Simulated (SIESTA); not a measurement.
**InPd under changes of volume**

One of the cells (17.863 Å³/atom); the others are scaled copies at fixed shape and fractional positions:

```
CELL_PARAMETERS angstrom
3.29355 0.00000 0.00000
0.00000 3.29355 0.00000
0.00000 0.00000 3.29355
ATOMIC_POSITIONS crystal
In 0.00000 0.00000 0.00000
Pd 0.50000 0.50000 0.50000
```

The cell comes from a database or a generator and needn't be the stable form of this composition.

```yaml
Program: SIESTA 5.4.2
Functional: PBEsol
Potentials_or_basis: PseudoDojo 0.4 standard (PBEsol files)
Basis: DZP (energy shift 0.003 Ry; two zetas on semicore shells)
Grid_cutoff: 800 Ry
Energy_shift: 0.003 Ry
k_mesh: 8 × 8 × 8
Occupations: fermi-dirac, width 0.05 eV
Spin: no spin polarisation
```

```tsv
volume (Å³/atom)	energy over the lowest point (meV/atom)	pressure (GPa)
16.462	15.93	7.3
16.813	4.21	3.6
17.163	0.00	0.3
17.863	10.48	-4.9
18.214	?	?
18.564	40.95	-8.8
```

Task: What does the run at 18.214 Å³/atom give?

Result: Energy over the lowest point 23.59 meV/atom; pressure -7.0 GPa.

Worked out: A Birch-Murnaghan fit of order 3 (a polynomial in V^(-2/3)) to the other rows has its minimum at 17.20 Å³/atom with B0 = V·E''(V) = 145 GPa and B' = 5.8. It gives 23.57 meV/atom at 18.214 Å³/atom, against the run's 23.59, and -dE/dV = -7.0 GPa, against -7.0.

Energies are extrapolated to zero smearing.

Caveats: the basis of atomic orbitals isn't converged, which shifts pressures, moduli and gaps.
